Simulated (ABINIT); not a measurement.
# Al (Fm-3m) in ABINIT: notebook, part 2 of 2

ABINIT 10.8.3 (patched build). Earlier steps stand in the parts before.

### 5 Equation of state, revPBE+D3(BJ)

run.abi reads:

```
ndtset 7
getwfk -1
scalecart1 3*0.9795861087
scalecart2 3*0.9864848297
scalecart3 3*0.9932883884
scalecart4 3*1.0000000000
scalecart5 3*1.0066227096
scalecart6 3*1.0131594038
scalecart7 3*1.0196128224

pp_dirpath "./"
pseudos "Al.GGA_PBE-JTH.xml"

acell 3*1.0 Angstrom
rprim
     0.0000000000     2.0248050000     2.0248050000
     2.0248050000     0.0000000000     2.0248050000
     2.0248050000     2.0248050000     0.0000000000
ntypat 1
znucl 13
natom 1
typat 1
xred
     0.0000000000     0.0000000000     0.0000000000

ecut 20.0
pawecutdg 40.0

kptopt 1
ngkpt 11 11 11
nshiftk 1
shiftk 0.0 0.0 0.0

ixc 14
vdw_xc 7

nband 6
occopt 3
tsmear 0.05 eV

nstep 100
tolvrs 1.0e-9

iomode 3
prtwf 1
prtden 0
prteig 0
prtebands 0
enunit 1
```

Potentials or basis: JTH PAW PBE v2.0.

Started as:

```console
abinit run.abi > log 2>&1
```

run.abo:

```text
.Version 10.8.3 of ABINIT
 DATASET    1 : space group Fm -3 m (#225); Bravais cF (face-center cubic)
================================================================================
 Values of the parameters that define the memory need for DATASET  1.
     intxc =       0    ionmov =       0      iscf =      17    lmnmax =       8
     lnmax =       4     mgfft =      24  mpssoang =       2    mqgrid =    3001
     natom =       1  nloc_mem =       2    nspden =       1   nspinor =       1
    nsppol =       1      nsym =      48    n1xccc =       1    ntypat =       1
    occopt =       3   xclevel =       2
       mpw =         462          nfft =       13824          nkpt =          56
 PAW method is used; the additional fine FFT grid is defined by:
   mgfftf=        32    nfftf =     32768
================================================================================
================================================================================
[... 71 lines left out ...]
 DATASET    7 : space group Fm -3 m (#225); Bravais cF (face-center cubic)
================================================================================
 Values of the parameters that define the memory need for DATASET  7.
     intxc =       0    ionmov =       0      iscf =      17    lmnmax =       8
     lnmax =       4     mgfft =      24  mpssoang =       2    mqgrid =    3001
     natom =       1  nloc_mem =       2    nspden =       1   nspinor =       1
    nsppol =       1      nsym =      48    n1xccc =       1    ntypat =       1
    occopt =       3   xclevel =       2
       mpw =         532          nfft =       13824          nkpt =          56
 PAW method is used; the additional fine FFT grid is defined by:
   mgfftf=        32    nfftf =     32768
================================================================================
================================================================================

--------------------------------------------------------------------------------
------------- Echo of variables that govern the present computation ------------
--------------------------------------------------------------------------------
 -outvars: echo values of preprocessed input variables --------
            acell      1.8897261259E+00  1.8897261259E+00  1.8897261259E+00 Bohr
              amu      2.69815390E+01
             ecut      2.00000000E+01 Hartree
           enunit           1
           getwfk          -1
                       outvar_i_n : Printing only first  50 k-points.
              ixc          14
           jdtset        1    2    3    4    5    6    7
                       outvar_i_n : Printing only first  50 k-points.
         kptrlatt       11    0    0      0   11    0      0    0   11
          kptrlen1     5.83085676E+01
          kptrlen2     5.87192048E+01
          kptrlen3     5.91241777E+01
          kptrlen4     5.95236775E+01
          kptrlen5     5.99178855E+01
          kptrlen6     6.03069736E+01
          kptrlen7     6.06911048E+01
            natom           1
            nband           6
           ndtset           7
            ngfft          24      24      24
          ngfftdg          32      32      32
             nkpt          56
            nstep         100
             nsym          48
           ntypat           1
                       prtocc : prtvol=0, do not print more k-points.
           occopt           3
        pawecutdg      4.00000000E+01 Hartree
         pawxcdev           0
           prtden           0
        prtebands           0
           prteig           0
            rprim1     0.0000000000E+00  1.9834708508E+00  1.9834708508E+00
                       1.9834708508E+00  0.0000000000E+00  1.9834708508E+00
                       1.9834708508E+00  1.9834708508E+00  0.0000000000E+00
            rprim2     0.0000000000E+00  1.9974394156E+00  1.9974394156E+00
                       1.9974394156E+00  0.0000000000E+00  1.9974394156E+00
                       1.9974394156E+00  1.9974394156E+00  0.0000000000E+00
            rprim3     0.0000000000E+00  2.0112152953E+00  2.0112152953E+00
                       2.0112152953E+00  0.0000000000E+00  2.0112152953E+00
                       2.0112152953E+00  2.0112152953E+00  0.0000000000E+00
            rprim4     0.0000000000E+00  2.0248050000E+00  2.0248050000E+00
                       2.0248050000E+00  0.0000000000E+00  2.0248050000E+00
                       2.0248050000E+00  2.0248050000E+00  0.0000000000E+00
            rprim5     0.0000000000E+00  2.0382146955E+00  2.0382146955E+00
                       2.0382146955E+00  0.0000000000E+00  2.0382146955E+00
                       2.0382146955E+00  2.0382146955E+00  0.0000000000E+00
            rprim6     0.0000000000E+00  2.0514502266E+00  2.0514502266E+00
                       2.0514502266E+00  0.0000000000E+00  2.0514502266E+00
                       2.0514502266E+00  2.0514502266E+00  0.0000000000E+00
            rprim7     0.0000000000E+00  2.0645171409E+00  2.0645171409E+00
                       2.0645171409E+00  0.0000000000E+00  2.0645171409E+00
                       2.0645171409E+00  2.0645171409E+00  0.0000000000E+00
          spgroup         225
           tolvrs      1.00000000E-09
           tsmear      1.83746611E-03 Hartree
            typat      1
           useylm           1
           vdw_xc           7
                       outvars : Printing only first  50 k-points.
            znucl       13.00000

================================================================================

 chkinp: Checking input parameters for consistency, jdtset=   1.

 chkinp: Checking input parameters for consistency, jdtset=   2.
[... 46 lines left out ...]
 getcut: wavevector=  0.0000  0.0000  0.0000  ngfft=  32  32  32
         ecut(hartree)=     40.000   => boxcut(ratio)=   2.12039

--- Pseudopotential description ------------------------------------------------
- pspini: atom type   1  psp file is ./Al.GGA_PBE-JTH.xml
 Pseudopotential format is: paw10
 basis_size (lnmax)=  4 (lmn_size=  8), orbitals=   0   0   1   1
 Spheres core radius: rc_sph= 1.90363307
 Shapefunction is SIN type: shapef(r)=[sin(pi*r/rshp)/(pi*r/rshp)]**2
 Radius for shape functions =  1.60786206
 Compensation charge density is not taken into account in XC energy/potential

  -1.09563711E+01                                ecore*ucvol(ha*bohr**3)
--------------------------------------------------------------------------------

================================================================================

--- !BeginCycle
iteration_state: {dtset: 1, }
solver: {iscf: 17, nstep: 100, nline: 4, wfoptalg: 10, }
tolerances: {tolvrs: 1.00E-09, }
...
[... 1154 lines left out ...]
-Cartesian components of stress tensor (GPa)         [Pressure= -9.4423E+00 GPa]
- sigma(1 1)=  9.44231194E+00  sigma(3 2)=  0.00000000E+00
- sigma(2 2)=  9.44231194E+00  sigma(3 1)=  0.00000000E+00
- sigma(3 3)=  9.44231194E+00  sigma(2 1)=  0.00000000E+00

== END DATASET(S) ==============================================================
================================================================================

 -outvars: echo values of variables after computation  --------
            acell      1.8897261259E+00  1.8897261259E+00  1.8897261259E+00 Bohr
           etotal1    -2.1149287703E+00
           etotal2    -2.1147589404E+00
           etotal3    -2.1144620129E+00
           etotal4    -2.1140511644E+00
           etotal5    -2.1135391657E+00
           etotal6    -2.1129370661E+00
           etotal7    -2.1122559638E+00
            fcart1    -0.0000000000E+00 -0.0000000000E+00 -0.0000000000E+00
            fcart2    -0.0000000000E+00 -0.0000000000E+00 -0.0000000000E+00
            fcart3    -0.0000000000E+00 -0.0000000000E+00 -0.0000000000E+00
            fcart4    -0.0000000000E+00 -0.0000000000E+00 -0.0000000000E+00
            fcart5    -0.0000000000E+00 -0.0000000000E+00 -0.0000000000E+00
            fcart6    -0.0000000000E+00 -0.0000000000E+00 -0.0000000000E+00
            fcart7    -0.0000000000E+00 -0.0000000000E+00 -0.0000000000E+00
            rprim1     0.0000000000E+00  1.9834708508E+00  1.9834708508E+00
                       1.9834708508E+00  0.0000000000E+00  1.9834708508E+00
                       1.9834708508E+00  1.9834708508E+00  0.0000000000E+00
[... 17 lines left out ...]
                       2.0645171409E+00  2.0645171409E+00  0.0000000000E+00
           strten1     4.6482632454E-05  4.6482632454E-05  4.6482632454E-05
                       0.0000000000E+00  0.0000000000E+00  0.0000000000E+00
           strten2     1.0651695035E-04  1.0651695035E-04  1.0651695035E-04
                       0.0000000000E+00  0.0000000000E+00  0.0000000000E+00
           strten3     1.6013134181E-04  1.6013134181E-04  1.6013134181E-04
                       0.0000000000E+00  0.0000000000E+00  0.0000000000E+00
           strten4     2.0788092620E-04  2.0788092620E-04  2.0788092620E-04
                       0.0000000000E+00  0.0000000000E+00  0.0000000000E+00
           strten5     2.5028083380E-04  2.5028083380E-04  2.5028083380E-04
                       0.0000000000E+00  0.0000000000E+00  0.0000000000E+00
           strten6     2.8781639913E-04  2.8781639913E-04  2.8781639913E-04
                       0.0000000000E+00  0.0000000000E+00  0.0000000000E+00
           strten7     3.2093765958E-04  3.2093765958E-04  3.2093765958E-04
                       0.0000000000E+00  0.0000000000E+00  0.0000000000E+00
 Calculation completed.
```

It took 22 s on 1 thread of Arm Neoverse V1, shared host; peak memory 0.11 GiB.

Results:

| Property | Result |
| --- | --- |
| Equilibrium volume | 15.38 Å³/atom (rough: see the caveat) |
| Bulk modulus | 95 GPa (rough) |

Energy against volume, from the lowest point:
| volume (Å³/atom) | energy (meV/atom) |
| --- | --- |
| 15.607 | 0.00 |
| 15.939 | 4.62 |
| 16.271 | 12.70 |
| 16.603 | 23.88 |
| 16.935 | 37.81 |
| 17.267 | 54.20 |
| 17.599 | 72.73 |

Caveat: pressures at fixed basis lie under the slope of the energies; the minimum lies outside the volumes run; the PAW data sets were made with another functional, which shifts forces and pressure a little.

### 6 For comparison

An earlier run on the cell as given: functional PBE; potentials or basis JTH PAW PBE v2.0; cutoff 544 eV; k mesh 11 × 11 × 11; occupations fermi-dirac, width 0.05 eV; no spin polarisation.

* Pressure: -0.6 GPa
* Band gap on the k mesh: none (metal or under the smearing width)
* Valence electrons inside the program's atomic spheres: Al 0.73 (radii [1.0074] Å)

### 7 Overview

| task | level | potentials or basis | cutoff (eV) | fine-grid cutoff | V0 of scaled cells (Å³/atom) | B0 (GPa) |
| --- | --- | --- | --- | --- | --- | --- |
| equation of state | LDA | JTH PAW LDA v2.0 | 707 | 1306.15 eV | 15.81 | 86 |
| equation of state | r2SCAN | PseudoDojo NC SR PBE v0.4.1 standard | 653 | - | - | - |
| equation of state | PBE | JTH PAW PBE v2.0 | 544 | 1088.46 eV | 16.49 | 79 |
| equation of state | revPBE+D3(BJ) | JTH PAW PBE v2.0 | 544 | 1088.46 eV | - | - |
| single point | PBE | JTH PAW PBE v2.0 | 544 | 1088.46 eV | - | - |

Alike in all rows: no spin polarisation; cell as given; k mesh 11 × 11 × 11; smearing fermi-dirac 0.05 eV.

Caveats: pressures at fixed basis lie under the slope of the energies (some runs); a meta-GGA on potentials with a model core is unreliable (some runs); the potentials were made for another functional, which shifts forces and pressure (some runs); the fit is rough or its minimum lies at the end of the range (some runs); the minimum lies outside the volumes run (some runs); the PAW data sets were made with another functional, which shifts forces and pressure a little (some runs).

Total energies depend on the potentials used, so only differences within one code and one set of settings carry meaning.

### 8 Against experiment

Step 2. Against the measured bulk modulus of Al, 76.9 GPa (quoted in “The interpretation of polycrystalline coherent inelastic neutron scattering from aluminium”, 2013, pmc:3831299), the calculated 86 GPa is off by +11.6 %. The fit is for a static lattice scaled at fixed shape and fixed fractional positions. The cell as given is a measured one (16.60 Å³/atom); LDA puts the equilibrium volume -4.8 % from it, thermal expansion not counted.

Step 4. Against the measured bulk modulus of Al, 76.9 GPa (quoted in “The interpretation of polycrystalline coherent inelastic neutron scattering from aluminium”, 2013, pmc:3831299), the calculated 79 GPa is off by +3.4 %. The fit is for a static lattice scaled at fixed shape and fixed fractional positions. The cell as given is a measured one (16.60 Å³/atom); PBE puts the equilibrium volume -0.7 % from it, thermal expansion not counted.
